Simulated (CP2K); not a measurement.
# Si2Mo under changes of volume

One of the cells (13.416 Å³/atom); the others are scaled copies at fixed shape and fractional positions:

```
CELL_PARAMETERS angstrom
4.53529 0.00000 0.00000
2.27744 3.92200 0.00000
-3.40636 -1.96100 2.26274
ATOMIC_POSITIONS crystal
Mo 0.00000 0.00000 0.00000
Si 0.66700 0.66700 0.00000
Si 0.33300 0.33300 0.00000
```

```yaml
Program: CP2K 2026.2
Functional: PBEsol
Potentials_or_basis: POTENTIAL_UZH Mo GTH-PBE-q14, Si GTH-PBE-q4; TZVP-MOLOPT-PBE-GTH basis
Density_cutoff: 6123 eV
k_mesh: 12 × 12 × 12
Occupations: fermi-dirac, width 0.05 eV
Spin: no spin polarisation
```

| volume (Å³/atom) | energy over the lowest point (meV/atom) | pressure (GPa) | largest force (eV/Å) |
| --- | --- | --- | --- |
| 12.611 | 36.06 | 15.3 | 0.229 |
| 12.879 | 15.25 | 9.6 | 0.266 |
| 13.148 | ? | ? | ? |
| 13.416 | 0.00 | -0.2 | 0.333 |
| 13.684 | 3.81 | -4.3 | 0.363 |
| 13.953 | 14.21 | -8.0 | 0.392 |
| 14.221 | 30.52 | -11.4 | 0.418 |

Q: What does the run at 13.148 Å³/atom give?

A: Energy over the lowest point 3.54 meV/atom; pressure 4.5 GPa; largest force 0.300 eV/Å.

Worked out: A Birch-Murnaghan fit of order 3 (a polynomial in V^(-2/3)) to the other rows has its minimum at 13.41 Å³/atom with B0 = V·E''(V) = 220 GPa and B' = 4.4 at fixed shape and positions, which overstates the stiffness. It gives 3.52 meV/atom at 13.148 Å³/atom, against the run's 3.54, and -dE/dV = 4.5 GPa, against 4.5.

Energies are extrapolated to zero smearing.

Caveats: the potentials were made for another functional, which shifts forces and pressure; the basis of atomic orbitals isn't converged, which shifts pressures, moduli and gaps.
